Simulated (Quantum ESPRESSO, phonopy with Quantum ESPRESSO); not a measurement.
# HfO2 (Fm-3m): phonons against volume, part 6 of 8

Aim: how the vibrations of HfO2 shift with volume, and the expansion that follows.

Quantum ESPRESSO 7.5; DFT PBEsol, scalar-relativistic, plane waves, GBRV ultrasoft pseudopotentials.

So far. Step 5 (Born charges and dielectric tensor): The Born charges sum to zero within 9.3e-4 e; the rest is removed before use. Acoustic frequencies in this log differ from zero by the error of the sum rule, which ph.x does not impose. This version of ph.x has a suspected fault in its gradient-corrected response, so the tensors carry some doubt. Step 6 (A displaced supercell): At this level the gap is 3.77 eV on the k-mesh of the self-consistent run, which can miss the band edges.

## 8. Phonons, V/V0 1

This step: DFT PBEsol, scalar-relativistic, plane waves, GBRV ultrasoft pseudopotentials (phonopy with Quantum ESPRESSO 4.10.0 / 7.5).

Elapsed: 2.8 min, on 8 threads of Arm Neoverse V2, shared host; 19 min of CPU time.

This step gave:

| Property | Result |
| --- | --- |
| point group | m-3m |
| highest frequency | 700 cm⁻¹ |
| lowest frequency on the path | -212.8 cm⁻¹ |

Phonopy, LO-TO term from ph.x's tensors. Phonon branches along the path, in cm⁻¹:

| point | branch 1 | branch 2 | branch 3 | branch 4 | branch 5 | branch 6 | branch 7 | branch 8 | branch 9 |
| --- | --- | --- | --- | --- | --- | --- | --- | --- | --- |
| Γ | 0 | 0 | 0 | 249 | 249 | 588 | 588 | 588 | 627 |
| halfway | 76 | 76 | 194 | 293 | 293 | 400 | 586 | 586 | 666 |
| X | -213 | 101 | 101 | 258 | 314 | 314 | 570 | 570 | 700 |
| halfway | -179 | 102 | 117 | 247 | 323 | 327 | 566 | 574 | 692 |
| U | 34 | 103 | 148 | 219 | 349 | 360 | 553 | 584 | 670 |
| jump to K | 34 | 103 | 148 | 219 | 349 | 360 | 553 | 584 | 670 |
| halfway | 97 | 97 | 165 | 282 | 416 | 498 | 504 | 601 | 616 |
| Γ | 0 | 0 | 0 | 249 | 249 | 588 | 588 | 588 | 627 |
| halfway | 82 | 82 | 142 | 346 | 346 | 551 | 551 | 553 | 608 |
| L | 92 | 92 | 196 | 413 | 413 | 510 | 523 | 523 | 596 |
| halfway | 100 | 148 | 192 | 307 | 315 | 458 | 507 | 615 | 620 |
| W | 104 | 186 | 188 | 188 | 188 | 476 | 476 | 640 | 640 |
| halfway | -142 | 103 | 131 | 238 | 286 | 374 | 547 | 592 | 683 |
| X | -213 | 101 | 101 | 258 | 314 | 314 | 570 | 570 | 700 |

The phonon branches as a text plot (rows in cm⁻¹):

```
    681 |     *************                                 *****
    643 |*****             ***       ****              *****
    605 |*******           ************* **************     **
    567 | *     ***********        ***  *****     ***         ***
    529 |  **              *     **          *********      **
    491 |    *              **  *                 **  ******
    453 |                     **                    *****  *
    415 |     **            **  *              *****        *
    377 |                 **     **          **     **       *
    339 |              ****                 *        *        **
    301 |     *********            **      *          *      ****
    263 |*****     *****      *************            *    * ***
    225 |       ***     *** **                          *  ***
    187 |     **           *****               *************
    149 |    *    *      ** **  ***         ***      ***   ***
    110 |  **     ***************  **      *    *****************
     72 | *  *****               ****    *******            *
     34 | ***             *        ***  *
     -4 |*                            **
    -42 |
    -80 |                *
   -118 |
   -156 |          **   *                                    *
   -194 |            ***                                      ***
         Γ           X  U|K            Γ         L        W     X
```

The modes has structure finer than the step of the table below, so its rows give means over 25 cm⁻¹, whole bins alone (the curve runs from -217 to 730 cm⁻¹). Peaks (cm⁻¹: height): Hf 98.8: 0.0519, 194.2: 0.0210; O 307.4: 0.0154, 587.5: 0.0295.

Phonopy on the run's constants, 19x19x19 mesh, Gaussian sigma 6.8 cm⁻¹. The modes by wavenumber; means over each step; values in 1/cm⁻¹/cell:

```csv
wavenumber (cm⁻¹),Hf,O
-200,0,2.7e-4
-175,0,4.2e-4
-150,0,6.5e-4
-125,0,4.8e-4
-100,0,3.9e-4
-75,0,4.2e-4
-50,0,2.0e-4
-25,3.8e-7,2.7e-4
0,2.3e-5,2.6e-5
25,3.4e-4,2.1e-4
50,0.00204,7.3e-4
75,0.0129,5.8e-4
100,0.0397,0.00100
125,0.0137,0.00112
150,0.0110,0.00172
175,0.0130,0.00219
200,0.0158,0.00285
225,0.00640,0.00298
250,0.00243,0.00502
275,3.8e-4,0.00970
300,2.8e-4,0.0148
325,1.9e-4,0.0132
350,1.5e-4,0.0113
375,1.1e-4,0.0106
400,8.5e-5,0.0110
425,6.6e-5,0.00927
450,7.8e-5,0.00930
475,4.8e-5,0.00656
500,2.3e-5,0.00935
525,1.8e-5,0.0134
550,2.3e-5,0.0139
575,4.3e-5,0.0220
600,2.5e-4,0.0257
625,5.8e-4,0.0187
650,2.4e-4,0.0111
675,8.4e-5,0.00681
700,8.1e-6,0.00184
```

No LO-TO term. The modes at Γ (shares of kinetic energy by element, %):

```
mode  frequency (cm⁻¹)  symmetry  Hf %  O %
   1               0.0       T1u    85   15
   2               0.0       T1u    85   15
   3               0.0       T1u    85   15
   4             249.1       T1u    15   85
   5             249.1       T1u    15   85
   6             249.1       T1u    15   85
   7             588.2       T2g     0  100
   8             588.2       T2g     0  100
   9             588.2       T2g     0  100
```

Displacements in mode 5 (249.1 cm⁻¹), the largest set to 1:
```
Hf1  0.00 -0.08 -0.18
O2   0.00  0.44  1.00
O3   0.00  0.44  1.00
```

Displacements in mode 9 (588.2 cm⁻¹), the largest set to 1:
```
Hf1  0.00  0.00  0.00
O2  -1.00  0.61 -0.43
O3   1.00 -0.61  0.43
```

The lowest frequency on the path is -213 cm⁻¹, so the cell is unstable here and gives no valid free energy.

The time given is that of the 2 pw.x runs on displaced cells behind this step.

## 9. Ground state at this cell, V/V0 1.015

A tight ground state at this cell gives the energy of this member; its pressure is the stress at this cutoff, which can carry an offset from the finite basis.

This step: DFT PBEsol, scalar-relativistic, plane waves, GBRV ultrasoft pseudopotentials (Quantum ESPRESSO 7.5).

System of this step: HfO2. It takes space group Fm-3m (No. 225, cubic). Conventional cell: a = 5.054 Å, b = 5.054 Å, c = 5.054 Å, α = 90.00°, β = 90.00°, γ = 90.00°. Nearest to Hf lie 8 O at 2.19 Å. Nearest to O lie 4 Hf at 2.19 Å. Farther neighbours and most contacts between anions are not listed.

scf.in

```
&control
   calculation = 'scf'
   prefix = 'x'
   outdir = './tmp'
   pseudo_dir = './pseudo'
   tprnfor = .true.
   tstress = .true.
/
&system
   ibrav = 0
   nat = 3
   ntyp = 2
   ecutwfc = 45.0
   ecutrho = 270.0
   occupations = 'fixed'
   nbnd = 14
/
&electrons
   conv_thr = 1.0d-12
   mixing_beta = 0.7
   electron_maxstep = 100
/
ATOMIC_SPECIES
 Hf    178.4900  Hf.upf
 O      15.9990  O.upf
CELL_PARAMETERS angstrom
     0.000000000    2.526988981    2.526988981
     2.526988981    0.000000000    2.526988981
     2.526988981    2.526988981    0.000000000
ATOMIC_POSITIONS crystal
 Hf     0.000000000   0.000000000   0.000000000
 O      0.250000000   0.250000000   0.250000000
 O      0.750000000   0.750000000   0.750000000
K_POINTS automatic
 8 8 8 0 0 0
```

Launch:

```sh
$ OMP_NUM_THREADS=1 mpirun -n 8 pw.x -nk 8 -in scf.in > scf.out
```

The log of the run:

```text
[banner, memory and clock lines left out]
Program PWSCF v.7.5

     Message from routine setup:
     using ibrav=0 with symmetry is DISCOURAGED, use correct ibrav instead

     G-vector sticks info

     bravais-lattice index     =            0
     lattice parameter (alat)  =       6.7533  a.u.
     unit-cell volume          =     217.7894 (a.u.)^3
     number of atoms/cell      =            3
     number of atomic types    =            2
     number of electrons       =        24.00
[...]
atom    3 type  2   force =    -0.00000000    0.00000000   -0.00000000

     Total force =     0.000000     Total SCF correction =     0.000000

     Computing stress (Cartesian axis) and pressure

     negative rho (up, down):  1.170E-01 0.000E+00
          total   stress  (Ry/bohr**3)                   (kbar)     P=      -38.83
[...]
0.00000000  -0.00026397   0.00000000            0.00      -38.83        0.00
   0.00000000   0.00000000  -0.00026397            0.00        0.00      -38.83

     XML data file, charge density, pseudopotentials, collected wavefunctions
[key lines of the parts left out:]
!    total energy              =    -223.48114638 Ry
convergence has been achieved in  17 iterations
```

It took 3.5 s on 8 MPI ranks.

At this level the gap is 3.74 eV on the k-mesh of the self-consistent run, which can miss the band edges.

## 10. Zone-centre response

In a polar crystal the Born charges and ε∞ give the long-range dipole term that a finite supercell misses. They are those of this k-mesh and were not tested on a denser one; where the gap is small they converge slowly, and the LO modes with them.

ph.in

```
phonons
&inputph
   prefix = 'x'
   outdir = './tmp'
   fildyn = 'x.dyn'
   tr2_ph = 1.0d-18
   epsil = .true.
/
0.000000000 0.000000000 0.000000000
```

scf.in is that of step 9.

Launch:

```sh
$ OMP_NUM_THREADS=1 mpirun -n 8 ph.x -nk 8 -in ph.in > ph.out
```

The log of the run:

```text
[banner, memory and clock lines left out]
Program PHONON v.7.5

     ./tmp/x.save/

     IMPORTANT: XC functional enforced from input :
     Exchange-correlation= PBESOL
                           (   1   4  10   8   0   0   0)
     Any further DFT definition will be discarded
     Please, verify this is what you really want

     G-vector sticks info

     negative rho (up, down):  1.170E-01 0.000E+00
     Reading collected, re-writing distributed wavefunctions in ./tmp/

     Number and degeneracy of irreps per q-point
[...]
freq (    1) =      -0.453201 [THz] =     -15.117156 [cm-1]
     freq (    2) =      -0.453201 [THz] =     -15.117156 [cm-1]
     freq (    3) =      -0.453201 [THz] =     -15.117156 [cm-1]
[...]
freq (    8) =      17.229137 [THz] =     574.702138 [cm-1]
     freq (    9) =      17.229137 [THz] =     574.702138 [cm-1]
 **************************************************************************

     Mode symmetry, O_h (m-3m)  point group:

     freq (   1-   3) =        -15.1  [cm-1]   --> T_1u G_15  G_4- I
     freq (   4-   6) =        232.6  [cm-1]   --> T_1u G_15  G_4- I
     freq (   7-   9) =        574.7  [cm-1]   --> T_2g G_25' G_5+ R
```

Run time: 55 s. Hardware: 8 MPI ranks.

The Born charges sum to zero within 9.3e-4 e; the rest is removed before use. Acoustic frequencies in this log differ from zero by the error of the sum rule, which ph.x does not impose. This version of ph.x has a suspected fault in its gradient-corrected response, so the tensors carry some doubt.

## 11. Forces on a displaced cell

One atom (for the harmonic constants) or a pair of atoms (for the cubic ones) is moved by a few hundredths of an ångström; the forces on all atoms give a column of force constants. The threshold is tight because the forces are small.

System of this step: HfO2. The structure is orthorhombic, space group Imm2 (No. 44). The conventional cell has a = 7.147 Å, b = 10.108 Å, c = 7.147 Å, α = 90.00°, β = 90.00°, γ = 90.00°. Nearest to Hf lie 8 O at 2.17 to 2.20 Å. Hf has 8 O at 2.19 Å nearest. Nearest to Hf lie 8 O at 2.19 Å. Nearest to O lie 4 Hf at 2.17 to 2.19 Å. Farther neighbours and most contacts between anions are not listed.

disp-00001.in

```
&control
   calculation = 'scf'
   prefix = 'x'
   outdir = './tmp'
   pseudo_dir = './pseudo'
   tprnfor = .true.
   disk_io = 'none'
/
&system
   ibrav = 0
   nat = 24
   ntyp = 2
   ecutwfc = 45.0
   ecutrho = 270.0
   occupations = 'fixed'
   nbnd = 98
/
&electrons
   conv_thr = 1.0d-11
   mixing_beta = 0.7
   electron_maxstep = 100
/
ATOMIC_SPECIES
 Hf    178.4900  Hf.upf
 O      15.9990  O.upf
CELL_PARAMETERS angstrom
     0.000000000    5.053977963    5.053977963
     5.053977963    0.000000000    5.053977963
     5.053977963    5.053977963    0.000000000
ATOMIC_POSITIONS crystal
 Hf     0.002798219   0.000000000   0.000000000
 Hf     0.500000000   0.000000000   0.000000000
 Hf     0.000000000   0.500000000   0.000000000
 Hf     0.500000000   0.500000000   0.000000000
 Hf     0.000000000   0.000000000   0.500000000
 Hf     0.500000000   0.000000000   0.500000000
 Hf     0.000000000   0.500000000   0.500000000
 Hf     0.500000000   0.500000000   0.500000000
 O      0.125000000   0.125000000   0.125000000
 O      0.625000000   0.125000000   0.125000000
 O      0.125000000   0.625000000   0.125000000
 O      0.625000000   0.625000000   0.125000000
 O      0.125000000   0.125000000   0.625000000
 O      0.625000000   0.125000000   0.625000000
 O      0.125000000   0.625000000   0.625000000
 O      0.625000000   0.625000000   0.625000000
 O      0.375000000   0.375000000   0.375000000
 O      0.875000000   0.375000000   0.375000000
 O      0.375000000   0.875000000   0.375000000
 O      0.875000000   0.875000000   0.375000000
 O      0.375000000   0.375000000   0.875000000
 O      0.875000000   0.375000000   0.875000000
 O      0.375000000   0.875000000   0.875000000
 O      0.875000000   0.875000000   0.875000000
K_POINTS automatic
 3 3 3 0 0 0
```

Launch:

```sh
$ OMP_NUM_THREADS=1 mpirun -n 4 pw.x -nk 4 -in disp-00001.in > disp-00001.out
```

The log of the run:

```text
[banner, memory and clock lines left out]
Program PWSCF v.7.5

     Message from routine setup:
     using ibrav=0 with symmetry is DISCOURAGED, use correct ibrav instead

     G-vector sticks info

     bravais-lattice index     =            0
     lattice parameter (alat)  =      13.5066  a.u.
     unit-cell volume          =    1742.3148 (a.u.)^3
     number of atoms/cell      =           24
     number of atomic types    =            2
     number of electrons       =       192.00
[...]
atom    1 type  1   force =     0.00000000   -0.00797020   -0.00797020
     atom    2 type  1   force =     0.00000000    0.00494130    0.00494130
     atom    3 type  1   force =     0.00240767   -0.00246299    0.00253298
[...]
atom   23 type  2   force =     0.00041755    0.00046068    0.00046068
     atom   24 type  2   force =    -0.00058512    0.00026808    0.00026808

     Total force =     0.016157     Total SCF correction =     0.000007
     Message from routine punch:
     Nothing written, as per user request (disk_io='none')
[key lines of the parts left out:]
!    total energy              =   -1787.84891960 Ry
convergence has been achieved in  18 iterations
```

Run time: 1.9 min. Hardware: 4 MPI ranks.

## 12. Lattice dynamics at this volume, V/V0 1.015

This step: DFT PBEsol, scalar-relativistic, plane waves, GBRV ultrasoft pseudopotentials (phonopy with Quantum ESPRESSO 4.10.0 / 7.5).

The job ended after 2.6 min (8 threads).

The lowest frequency on the path is -223 cm⁻¹, so the cell is unstable here and gives no valid free energy. The highest zone-centre mode (no LO–TO term) moved by -2.3 % for a volume change of +1.5 %.

The time given is that of the 2 pw.x runs on displaced cells behind this step.

## 13. Self-consistent run, V/V0 0.985

A tight ground state at this cell gives the energy of this member; its pressure is the stress at this cutoff, which can carry an offset from the finite basis.

This step: DFT PBEsol, scalar-relativistic, plane waves, GBRV ultrasoft pseudopotentials (Quantum ESPRESSO 7.5).

System of this step: HfO2. The structure is cubic, space group Fm-3m (No. 225). Conventional cell: a = 5.004 Å, b = 5.004 Å, c = 5.004 Å, α = 90.00°, β = 90.00°, γ = 90.00°. Nearest to Hf lie 8 O at 2.17 Å. Nearest to O lie 4 Hf at 2.17 Å. Farther neighbours and most contacts between anions are not listed.

Changes to scf.in since step 10:

```diff
@@ -26,5 +26,5 @@
 CELL_PARAMETERS angstrom
-     0.000000000    2.526988981    2.526988981
-     2.526988981    0.000000000    2.526988981
-     2.526988981    2.526988981    0.000000000
+     0.000000000    2.501843144    2.501843144
+     2.501843144    0.000000000    2.501843144
+     2.501843144    2.501843144    0.000000000
 ATOMIC_POSITIONS crystal
```

Launch:

```sh
$ OMP_NUM_THREADS=1 mpirun -n 8 pw.x -nk 8 -in scf.in > scf.out
```

The log of the run:

```text
[banner, memory and clock lines left out]
Program PWSCF v.7.5

     Message from routine setup:
     using ibrav=0 with symmetry is DISCOURAGED, use correct ibrav instead

     G-vector sticks info

     bravais-lattice index     =            0
     lattice parameter (alat)  =       6.6861  a.u.
     unit-cell volume          =     211.3522 (a.u.)^3
     number of atoms/cell      =            3
     number of atomic types    =            2
     number of electrons       =        24.00
[...]
atom    3 type  2   force =    -0.00000000   -0.00000000   -0.00000000

     Total force =     0.000000     Total SCF correction =     0.000000

     Computing stress (Cartesian axis) and pressure

     negative rho (up, down):  1.169E-01 0.000E+00
          total   stress  (Ry/bohr**3)                   (kbar)     P=       42.59
[...]
0.00000000   0.00028951   0.00000000            0.00       42.59        0.00
   0.00000000   0.00000000   0.00028951            0.00        0.00       42.59

     XML data file, charge density, pseudopotentials, collected wavefunctions
[key lines of the parts left out:]
!    total energy              =    -223.48096331 Ry
convergence has been achieved in  17 iterations
```

Elapsed: 3.4 s, on 8 MPI ranks.

The run ends at a pressure of 4.26 GPa.

## 14. Born charges and dielectric tensor

In a polar crystal the Born charges and ε∞ give the long-range dipole term that a finite supercell misses. They are those of this k-mesh and were not tested on a denser one; where the gap is small they converge slowly, and the LO modes with them.

ph.in is that of step 10.

scf.in is that of step 13.

Launch:

```sh
$ OMP_NUM_THREADS=1 mpirun -n 8 ph.x -nk 8 -in ph.in > ph.out
```

The log of the run:

```text
[banner, memory and clock lines left out]
Program PHONON v.7.5

     ./tmp/x.save/

     IMPORTANT: XC functional enforced from input :
     Exchange-correlation= PBESOL
                           (   1   4  10   8   0   0   0)
     Any further DFT definition will be discarded
     Please, verify this is what you really want

     G-vector sticks info

     negative rho (up, down):  1.169E-01 0.000E+00
     Reading collected, re-writing distributed wavefunctions in ./tmp/

     Number and degeneracy of irreps per q-point
[...]
freq (    1) =      -0.439995 [THz] =     -14.676661 [cm-1]
     freq (    2) =      -0.439995 [THz] =     -14.676661 [cm-1]
     freq (    3) =      -0.439995 [THz] =     -14.676661 [cm-1]
[...]
freq (    8) =      18.040853 [THz] =     601.778072 [cm-1]
     freq (    9) =      18.040853 [THz] =     601.778072 [cm-1]
 **************************************************************************

     Mode symmetry, O_h (m-3m)  point group:

     freq (   1-   3) =        -14.7  [cm-1]   --> T_1u G_15  G_4- I
     freq (   4-   6) =        264.1  [cm-1]   --> T_1u G_15  G_4- I
     freq (   7-   9) =        601.8  [cm-1]   --> T_2g G_25' G_5+ R
```

Run time: 54 s. Hardware: 8 MPI ranks; 7.1 min of CPU time.

ε∞:

```
5.25 0.00 0.00
0.00 5.25 0.00
0.00 0.00 5.25
```

The Born charges sum to zero within 9.1e-4 e; the rest is removed before use. Acoustic frequencies in this log differ from zero by the error of the sum rule, which ph.x does not impose. This version of ph.x has a suspected fault in its gradient-corrected response, so the tensors carry some doubt.

## 15. Forces on a displaced cell

One atom (for the harmonic constants) or a pair of atoms (for the cubic ones) is moved by a few hundredths of an ångström; the forces on all atoms give a column of force constants. The threshold is tight because the forces are small.

System of this step: HfO2. Symmetry: Imm2, No. 44, orthorhombic system. The conventional cell has a = 7.076 Å, b = 10.007 Å, c = 7.076 Å, α = 90.00°, β = 90.00°, γ = 90.00°. Hf has 8 O at 2.15 to 2.18 Å nearest. Nearest to Hf lie 8 O at 2.17 Å. Nearest to O lie 4 Hf at 2.15 to 2.17 Å. Farther neighbours and most contacts between anions are not listed.

Changes to disp-00001.in since step 11:

```diff
@@ -26,7 +26,7 @@
 CELL_PARAMETERS angstrom
-     0.000000000    5.053977963    5.053977963
-     5.053977963    0.000000000    5.053977963
-     5.053977963    5.053977963    0.000000000
+     0.000000000    5.003686288    5.003686288
+     5.003686288    0.000000000    5.003686288
+     5.003686288    5.003686288    0.000000000
 ATOMIC_POSITIONS crystal
- Hf     0.002798219   0.000000000   0.000000000
+ Hf     0.002826343   0.000000000   0.000000000
  Hf     0.500000000   0.000000000   0.000000000
```

Launch:

```sh
$ OMP_NUM_THREADS=1 mpirun -n 4 pw.x -nk 4 -in disp-00001.in > disp-00001.out
```

The log of the run:

```text
[banner, memory and clock lines left out]
Program PWSCF v.7.5

     Message from routine setup:
     using ibrav=0 with symmetry is DISCOURAGED, use correct ibrav instead

     G-vector sticks info

     bravais-lattice index     =            0
     lattice parameter (alat)  =      13.3722  a.u.
     unit-cell volume          =    1690.8178 (a.u.)^3
     number of atoms/cell      =           24
     number of atomic types    =            2
     number of electrons       =       192.00
[...]
atom    1 type  1   force =    -0.00000000   -0.00908460   -0.00908460
     atom    2 type  1   force =    -0.00000000    0.00514661    0.00514661
     atom    3 type  1   force =     0.00251190   -0.00253871    0.00263402
[...]
atom   23 type  2   force =     0.00013812    0.00072093    0.00072093
     atom   24 type  2   force =    -0.00033029    0.00050849    0.00050849

     Total force =     0.017609     Total SCF correction =     0.000002
     Message from routine punch:
     Nothing written, as per user request (disk_io='none')
[key lines of the parts left out:]
!    total energy              =   -1787.84751806 Ry
convergence has been achieved in  18 iterations
```

Run time: 1.9 min. Hardware: 4 MPI ranks; 7.6 min of CPU time.

[end of part 6 of 8]

[Logs are printed without paths, hosts, clocks, repeated set-up lines and the standing remarks that a program may print on its own settings, such as how far it seeks lower states.]

[Hosts, paths, dates, database ids (printed as entryN), source tags and the programs' standing remarks are cut or masked in the printed files.]

[A step with changed settings may run another functional than the one named; its input shows which.]

[Of the runs on displaced cells, only some may be shown.]
